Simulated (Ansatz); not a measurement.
# BN (F-43m) in Ansatz: single point with PBE0

Aim: the single point of BN with PBE0.

Program: Ansatz 0.2.0. These are calculated values, not measurements. Logs are shortened: lines on timing, memory, paths and dates and some standing lists are left out, and cuts for length are marked.

**Experimental background.**

From a printed reference work, monograph, for a bulk crystal of BN at 300 K: band gap 6.4 eV (indirect).

The results are compared with them further down.

**1. The structure**

Symmetry: F-43m, No. 216, cubic system. The conventional cell has a = 3.626 Å, b = 3.626 Å, c = 3.626 Å, α = 90.00°, β = 90.00°, γ = 90.00°. N (site symmetry -43m) has 4 B at 1.57 Å as nearest neighbours. Around B (site symmetry -43m) lie 4 N at 1.57 Å.

The cell is a database's computed one.

**2. Single point, PBE0**

input.yaml

```yaml
crystal:
  lattice:
    - [0.0, 1.813001, 1.813001]
    - [1.813001, 0.0, 1.813001]
    - [1.813001, 1.813001, 0.0]
  atoms:
    - { symbol: "N", position: [0.25, 0.25, 0.25] }
    - { symbol: B, position: [0.0, 0.0, 0.0] }
kpoints:
  mp_grid: { grid: [8, 8, 8] }
scf:
  occupations: { method: fermi_dirac, width: 0.05 }
hamiltonian:
  xc: pbe0
  pseudopotentials: { kind: all_electron, datasets: crystal }
output:
  forces: true
  stress: true
```

Potentials or basis: all-electron PAW datasets made for the crystal.

Command:

```bash
$ ansatz run input.yaml --threads 1 --pin off --max-ram 3072MiB --backend cpu --events-out ev --progress --plain --runs-dir out
```

What it wrote:

```text
Warning: RAYON_NUM_THREADS=1 ignored (pool sized by the plan → 1); use --threads N
hamiltonian.pseudopotentials.datasets: crystal makes datasets for this crystal and solves the spheres of its atoms anew in each pass: cutoff 580.0 eV, the density's 2320.0 eV;, for an error of 0.50 meV an atom under PBE, 1.0 meV for the cell; an energy difference from a run of another recipe may be off by several times the error for the cell, under r2SCAN by more, where some 0.1 meV an atom stays at smaller errors; B in spheres of 0.709 Å, 3 of its electrons in bands; N in spheres of 0.857 Å, 5 of its electrons in bands
Engine: ansatz 0.2.0, x86_64-unknown-linux-gnu
Pseudopotentials: kind: all_electron
Pseudopotential: N, paw, valence charge 5, recommended cutoff 580 eV (normal), crystal/all_electron/pbe/scalar/gaussian/N, Koelling and Harmon's equation, gaussian nucleus
Pseudopotential: B, paw, valence charge 3, recommended cutoff 580 eV (normal), crystal/all_electron/pbe/scalar/gaussian/B, Koelling and Harmon's equation, gaussian nucleus
Functional definition: PBE0
  parameter a = 0.25
  parameter kappa = 0.804
  parameter beta = 0.06672455060314922
  exchange = (1 - a)*pbe_x(kappa = kappa, mu = beta*pi^2/3) + a*exact_x
  correlation = pbe_c(beta = beta)
Crystal: 2 atoms, lattice volume = 11.919 Å³
Basis set: ecut = 580 eV, 339 PW (Γ), exchange–correlation on 48×48×48 points (8 copies of the dense FFT grid, shifted against one another)
Bands: 8, of which v1, the nominal top of the filled ones, is band 4 counted from 1 (3 counted from 0)
Symmetry: 24 space group operations
Space group: F-43m (ITA 216), of the structure as read, at distance tolerance 2.3e-5 Å
k-points: 29 of 512 (time reversal used)
Non-local potential: N, projectors of the file, l = 0: 1, l = 1: 1
Non-local potential: B, projectors of the file, l = 0: 1, l = 1: 1
PAW form: soft (Blöchl's): semilocal exchange-correlation on the pseudo side does not see the compensation charge
PAW one-centre angular grid: N, 110 points (default); XC on its mesh's 1905 points in the sphere
PAW one-centre angular grid: B, 110 points (default); XC on its mesh's 1863 points in the sphere
Initial density: superposition of atomic densities (neutral atoms: chi_scale 0, normalization atom)
Initial wavefunctions: pseudopotential atomic-orbital guess
Functional: x = 0.75 pbe(κ = 0.804, μ = 0.2195149727645171) + 0.25 exact, c = pbe(β = 0.06672455060314922)
iter 1 solved again at ethr=3.72e-2 eV; its pass at ethr=1.00e-1 eV (dr2=2.97e0 eV) is discarded
SCF iter   1: F=—  HF=-2169.440640 eV  |F-HF|=—  |Δ(HF+E_count)|=         —  Δρ=1.75e-1  dr2=2.97e0  ethr=3.72e-2  ⟨swp⟩=2.0  Hψ=1331  notcnv=0
preconditioner: auto → none  [insulator: Δε(μ)=5.901 eV  Ē_g=20.458 eV  σ=0.050 eV  W_gap=1.00  n_scr=0 (ndim 8)  ℏωp=30.4 eV  f_vac=0.000  D(μ)=0.00/eV (n_scr^D=0)]
SCF iter   2: F=—  HF=-2168.724425 eV  |F-HF|=—  |Δ(HF+E_count)|=   7.16e-1  Δρ=6.69e-2  dr2=3.01e-1  ethr=3.71e-2  ⟨swp⟩=3.0  Hψ=509  notcnv=0
SCF iter   3: F=—  HF=-2168.685362 eV  |F-HF|=—  |Δ(HF+E_count)|=   3.91e-2  Δρ=2.35e-2  dr2=4.55e-2  ethr=3.76e-3  ⟨swp⟩=2.7  Hψ=494  notcnv=0
iter 4 solved again at ethr=2.13e-5 eV; its pass at ethr=5.69e-4 eV (dr2=1.70e-3 eV) is discarded
SCF iter   4: F=—  HF=-2168.690158 eV  |F-HF|=—  |Δ(HF+E_count)|=   4.80e-3  Δρ=4.20e-3  dr2=1.69e-3  ethr=2.13e-5  ⟨swp⟩=2.0  Hψ=974  notcnv=0
SCF iter   5: F=—  HF=-2168.977596 eV  |F-HF|=—  |Δ(HF+E_count)|=         —  Δρ=1.08e-2  dr2=6.07e-3  ethr=2.12e-5  ⟨swp⟩=4.5  Hψ=1029  notcnv=0
SCF iter   6: F=—  HF=-2168.976665 eV  |F-HF|=—  |Δ(HF+E_count)|=   9.31e-4  Δρ=4.15e-3  dr2=9.13e-4  ethr=2.12e-5  ⟨swp⟩=3.8  Hψ=610  notcnv=0
SCF iter   7: F=—  HF=-2168.976238 eV  |F-HF|=—  |Δ(HF+E_count)|=   4.27e-4  Δρ=4.16e-4  dr2=9.97e-6  ethr=1.14e-5  ⟨swp⟩=3.1  Hψ=718  notcnv=0
SCF iter   8: F=—  HF=-2168.976252 eV  |F-HF|=—  |Δ(HF+E_count)|=   1.44e-5  Δρ=7.87e-5  dr2=2.29e-7  ethr=1.25e-7  ⟨swp⟩=2.6  Hψ=526  notcnv=0
SCF iter   9: F=—  HF=-2168.976253 eV  |F-HF|=—  |Δ(HF+E_count)|=   5.70e-7  Δρ=1.88e-5  dr2=1.15e-8  ethr=2.86e-9  ⟨swp⟩=2.3  Hψ=360  notcnv=0
SCF iter  10: F=-2168.976253 eV  HF=-2168.976253 eV  |F-HF|=7.50e-10  |Δ(HF+E_count)|=   1.51e-7  Δρ=2.97e-6  dr2=8.89e-10  ethr=1.44e-10  ⟨swp⟩=2.3  Hψ=358  notcnv=0
SCF 1 converged in 10 iterations: F = -2168.976250 eV  dr2 = 8.89e-10
  Residual-converged pass: ⟨swp⟩=2.8  Hψ=397  notcnv=0  max |occ|·‖R‖ = 5.0e-6 eV (tolerance 5.3e-6 eV)  dr2=1.46e-9  dr2_onsite=1.08e-9  max |Δocc| = 0.0e0
hybrid outer 1: dexx = +8.045e-12 eV
hybrid SCF converged: 1 outer / 10 inner (+0 warm-up), last move |dexx| = 8.05e-12 eV
Stability not checked: this state was not tested for a lower state beside it, because the functional holds exact exchange (a hybrid, or Hartree-Fock), whose exchange loop this test does not read (fock_operator; see scf.lower_state_search)
Free energy (F): -2168.976250 eV
Harris-Foulkes:  -2168.976250 eV  (|F-HF|=7.50e-10)
Internal energy: -2168.976250 eV  (E = F + TS)
E sigma→0 (E₀):  -2168.976250 eV
Past the cutoff: the bands carry plane waves up to 1.75 times it, of which those up to 1.5 times it add -0.000078 eV an atom, each by itself; the spheres take 0.000090 eV an atom off the energy for waves past 1.75 times it
Past the cutoffs: a stress includes 0.0017 GPa for waves and charges beyond them, in addition to the slope of what the spheres take
In the spheres:  the bands' charges fall short by 5.3e-7 e at most (sound up to 1e-3)
Fermi energy:    13.337907 eV
--- Per-component energies (eV) ---
  E_band       = 11.977549
  E_kinetic    = 180.617365
  E_local      = -102.620756  (includes V_loc(G=0)·N_el)
  E_nonlocal   = -5.412806
  E_hartree    = 51.480811
  E_xc         = -69.199250
  E_vxc        = -89.094740  (∫ρ·V_xc dr)
  E_exx        = -22.831561  (= α·E_x^exact, valence–valence)
  E_paw        = -2032.901311  (= ΣΔE_a)
  E_vpaw       = -217.998239  (= ΣTr[D̂ρ^β])
  E_ewald      = -357.297240
  E_smearing   = -0.000000  (= −TS)
  E_closure    = 189.188497  (closes the sum)
  Σ components = -2168.976250   (vs F -2168.976250, Δ=0.00e0)
  The terms above E_closure are by the made datasets' own strengths, without shells solved beside the bands.
--- Forces (eV/Å), atoms counted from 1 ---
  atom   1  N     -0.00000000    -0.00000000    -0.00000000
  atom   2  B      0.00000000    -0.00000000    -0.00000000
  max |Σ_I F_I| component: 4.63e-16 eV/Å
--- Stress (GPa, compression-positive) ---
       -9.492151       0.000000      -0.000000
        0.000000      -9.492151       0.000000
       -0.000000       0.000000      -9.492151
  P = ⅓ Tr σ = -9.4922 GPa (-94.922 kbar)
--- Band table (eV; the first three rows and the last of 29) ---
  k-point 0: bands = ["-11.9559", "10.0701", "10.0701", "10.0701", "21.3505"]
  k-point 1: bands = ["-11.5509", "8.0467", "9.6659", "9.6659", "21.6709"]
  k-point 2: bands = ["-10.3762", "4.1225", "8.8597", "8.8597", "22.0970"]
  k-point 28: bands = ["-5.6948", "1.7427", "2.5777", "3.1281", "22.0465"]
```

Wall time 5 min (1 thread of Intel Xeon at 2.50GHz (Skylake/Cascade Lake), shared host); peak memory 0.72 GiB.

Results:

```yaml
Free_energy: -2168.9763 eV
Pressure: -9.5 GPa
Band_gap_on_the_k_mesh: 6.54 eV, indirect (least direct gap 11.28 eV)
```

Levels at points of the mesh, in eV from the valence-band top:
| k point | band 1 | band 2 | band 3 | band 4 | band 5 |
| --- | --- | --- | --- | --- | --- |
| (0.00, 0.00, 0.00) | -22.03 | 0.00 | 0.00 | 0.00 | 11.28 |
| (0.00, 0.00, -0.50) | -17.55 | -11.58 | -2.10 | -2.10 | 12.50 |
| (0.00, -0.50, -0.50) | -16.08 | -9.74 | -5.28 | -5.28 | 6.54 |

**3. Comparison with measurements**

Step 2. A measured gap of BN is 6.4 eV (indirect; 300 K; a printed reference work, monograph); the calculated 6.54 eV misses it by +0.14 eV. The value is that of PBE0 on a finite k mesh, which can miss the band edges, without temperature or zero-point motion. The cell is a database's relaxed one, not the measured one, which moves gaps too.
